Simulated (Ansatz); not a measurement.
# Field gradients against strain in SrCl2

```
CELL_PARAMETERS angstrom
0.00000 3.48550 3.48550
3.48550 0.00000 3.48550
3.48550 3.48550 0.00000
ATOMIC_POSITIONS crystal
Sr 0.00000 0.00000 0.00000
Cl 0.25000 0.25000 0.25000
Cl 0.75000 0.75000 0.75000
```

Atoms are numbered in the order listed.

The conventional cell has a = 6.971 Å, b = 6.971 Å, c = 6.971 Å, α = 90.00°, β = 90.00°, γ = 90.00°. Around Sr (atom 1) lie 8 Cl at 3.02 Å. Around Cl (atom 2) lie 4 Sr at 3.02 Å.

The cell comes from COD entry 1541509, which wasn't checked; take it as a given geometry.

Level of theory: DFT, LDA, all-electron PAW with datasets made for the crystal, scalar-relativistic (Ansatz 0.2.0).

The runs use a Γ-centred 8×8×8 k mesh, Fermi–Dirac smearing of 0.01 eV, cutoff 220 eV (chosen by the program for this cell), no spin polarisation.

The strain is applied along the Cartesian axes of the cell as listed (γ is the engineering shear, twice εxy = εyz = εzx). Fractional coordinates are held (clamped ions).

The columns are Cartesian components of the electric field gradient at the nuclei, in 10²¹ V/m².

No spin–orbit coupling: at heavy atoms the gradients can be off by tens of per cent for that reason.

Only quantities that a quadratic follows smoothly over the whole series are listed; rougher ones are left out.

```csv
γ,Vxy at Sr1
-0.0200,-0.76
0.0000,0.00
0.0100,0.34
0.0200,0.66
```

Fit the series and give the gradient–strain slopes.

Least-squares fits y = p0 + p1 x + p2 x² to the rows give Vxy at Sr1: p1 = 35.5, p2 = -120. The slopes p1 are in 10²¹ V/m² per unit strain, for clamped ions.

One run, at γ = -0.0100, is withheld. Predict its row.

The fits give -0.37; the run gave -0.37.
